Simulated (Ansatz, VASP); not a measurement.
AlRu: VASP beside Ansatz

The input INCAR:

```
ALGO     = Fast           # electronic algorithm
EDIFF    = 1E-7           # SCF threshold, eV
ENCUT    = 520            # plane-wave cutoff, eV
GGA      = PE             # functional
ISIF     = 2              # what is computed and relaxed
ISMEAR   = 0              # smearing method
LASPH    = True           # aspherical terms in the spheres
LCHARG   = True           # write CHGCAR
LELF     = True           # ELF
LREAL    = False          # projectors in reciprocal space
LVHAR    = True         
LWAVE    = False          # write WAVECAR
NBANDS   = 16             # bands
NELM     = 100            # most SCF steps
PREC     = Accurate       # precision mode
SIGMA    = 0.028000000000000004 # smearing width, eV
```

File KPOINTS:

```
k-points
0
Gamma
  9 9 9
```

File POSCAR:

```
AlRu
1.0
    2.9916000000      0.0000000000      0.0000000000
    0.0000000000      2.9916000000      0.0000000000
    0.0000000000      0.0000000000      2.9916000000
Ru Al
1 1
Direct
    0.5000000000      0.5000000000      0.5000000000
    0.0000000000      0.0000000000      0.0000000000
```

Contents of input.yaml:

```yaml
crystal:
  lattice:
    - [2.9916, 0.0, 0.0]
    - [0.0, 2.9916, 0.0]
    - [0.0, 0.0, 2.9916]
  atoms:
    - { symbol: Ru, position: [0.5, 0.5, 0.5] }
    - { symbol: Al, position: [0.0, 0.0, 0.0] }
hamiltonian:
  xc: pbe
  pseudopotentials: { kind: paw }
kpoints:
  mp_grid: { grid: [9, 9, 9] }
scf:
  occupations: { method: gaussian, width: 0.028 }
output:
  forces: true
  stress: true
  eigenvalues: true
  write_density: true
  write_potential: true
  elf: true
  volumetric_format: npy
```

Alike in both runs: task single point; functional PBE; k mesh 9 × 9 × 9; occupations gaussian, width 0.028 eV; no spin polarisation.

|  | VASP | Ansatz |
| --- | --- | --- |
| version | VASP 6.6.1 | Ansatz 0.2.0 |
| potentials or method | VASP PAW PBE potentials, release 64 (Ru_pv, Al) | Ansatz PAW |
| plane-wave cutoff (eV) | 520 | 420 |
| valence electrons in the cell | 17 | 19 |

```tsv
	VASP	Ansatz	Ansatz less VASP
gap on the k mesh at the Fermi level (eV)	none	none	-
pressure (GPa)	2.5	2.5	+0.03
```

A gap of «none» marks a metal or a gap that the smearing closes. The two sets of potentials don't hold the same shells in valence.
